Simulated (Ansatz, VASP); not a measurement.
**W: VASP beside Ansatz**

```
W
1.0
    -1.56179    1.56179    1.56179
     1.56179   -1.56179    1.56179
     1.56179    1.56179   -1.56179
W
1
Direct
  0.00000 0.00000 0.00000
```

Alike in both runs: functional r2SCAN; k mesh 18 × 18 × 18; occupations gaussian, width 0.1 eV; no spin polarisation.

Ansatz relaxed the structure, and its values are those at the end. VASP's run is a single point on that final structure, the one shown.

```csv
,VASP,Ansatz
version,VASP 6.6.1,Ansatz 0.2.0
potentials or method,"VASP PAW PBE potentials, release 64 (W_sv)","scalar-relativistic, plane waves, PAW"
plane-wave cutoff (eV),520,500
valence electrons in the cell,14,14
```

```csv
,VASP,Ansatz,Ansatz less VASP
gap on the k mesh at the Fermi level (eV),none,none,-
pressure (GPa),16.5,15.0,-1.47
```

A gap of «none» marks a metal or a gap that the smearing closes.

Caveats: so large a pressure means that the cell lies far from this level's equilibrium, or that cutoff or potentials fall short (VASP); the potentials were made for another functional, which shifts forces and pressure (VASP). Spin-orbit coupling is left out, which matters for the levels of W.
